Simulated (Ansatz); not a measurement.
Computed with Ansatz 0.2.0, DFT PBE, scalar-relativistic, plane waves, PAW. Settings: cutoff 420 eV, Γ-centred meshes spaced at most about 0.3 Å⁻¹, and about 0.25 Å⁻¹ or finer for metals (2π included), Gaussian smearing. No spin polarisation in the final relaxations.

All energies are static (0 K, no zero-point motion).

Compare these two cells of ScAl2N3, each relaxed at this level.

A.

```xyz
6
Lattice="2.8081 1.6212 3.1897 -2.8081 1.6212 3.1897 0.0000 -3.2425 3.1897" Properties=species:S:1:pos:R:3 pbc="T T T"
Sc    0.0000    0.0000    0.0000
Al    0.0000    0.0000    2.4717
Al    0.0000    0.0000    7.0974
N    -1.4040    0.8106    1.5948
N     0.0000   -1.6212    1.5948
N     1.4040    0.8106    1.5948
```

B.

```xyz
6
Lattice="7.4526 0.0000 0.0000 -3.7263 6.4541 0.0000 0.0000 0.0000 3.5231" Properties=species:S:1:pos:R:3 pbc="T T T"
Sc    0.0000    0.0000    0.0000
Al    0.0000    4.3028    0.0000
Al    3.7263    2.1514    0.0000
N     0.0000    4.3028    1.7616
N     3.7263    2.1514    1.7616
N     0.0000    0.0000    1.7616
```

Question: Which would you expect to be lower, and how large is the difference?

Answer: A is lower, by 0.96 eV/atom. A has space group R-3m (No. 166), 14.5 Å³/atom and no gap on its mesh; B has space group P6/mmm (No. 191), 28.2 Å³/atom and no gap. Counting N atoms around Al and Sc (those within 1.25 times the shortest such distance or 1.15 times the sum of covalent radii, 1.27 where that leaves under three), A has Sc 6, Al 3 and B has Sc 2, Al 2. In A, Sc has 6 N at 2.27 Å and 2 Al at 2.47 Å; Al is surrounded by 3 N at 1.84 Å and 1 Sc at 2.47 Å; N has 2 Al at 1.84 Å and 2 Sc at 2.27 Å. In B, around Sc lie 2 N at 1.76 Å; Al has 2 N at 1.76 Å; N on a site of symmetry -6m2 has 2 Al at 1.76 Å; 1 more site not described. Both come from invented guesses.

Weakly bound directions are ill-defined at this level, which has no dispersion term (P6/mmm), and this can change margins and order among such cells. The zero gap of P6/mmm may come from the functional, which often closes small gaps. Cells relaxed within their symmetry can be saddle points.

A's advantage of 0.96 eV/atom probably comes mainly from its denser polar bonding. Sc has six N neighbours and Al three, whereas B consists of separate linear metal–nitrogen chains in which every metal has only two. That sacrifices much of the electrostatic and covalent stabilisation expected for trivalent cations and nitride. The chains also force Sc and Al to share one repeat length, and 1.76 Å is plausible for two-coordinate Al but severely compressed for the larger Sc.

A is itself strained: its Al is under-coordinated compared with the tetrahedral Al of wurtzite AlN, and the Sc–Al contact of 2.47 Å is unusually short for two cations. The missing gap is unexpected for a charge-balanced nitride whose binary parents are semiconductors. It probably reflects low-lying metal-centred states in this unusual geometry, perhaps aided by the functional's gap underestimation, and shouldn't be read as typical of Sc–Al nitrides. The ranking doesn't show that A is stable against separation into ScN and AlN.
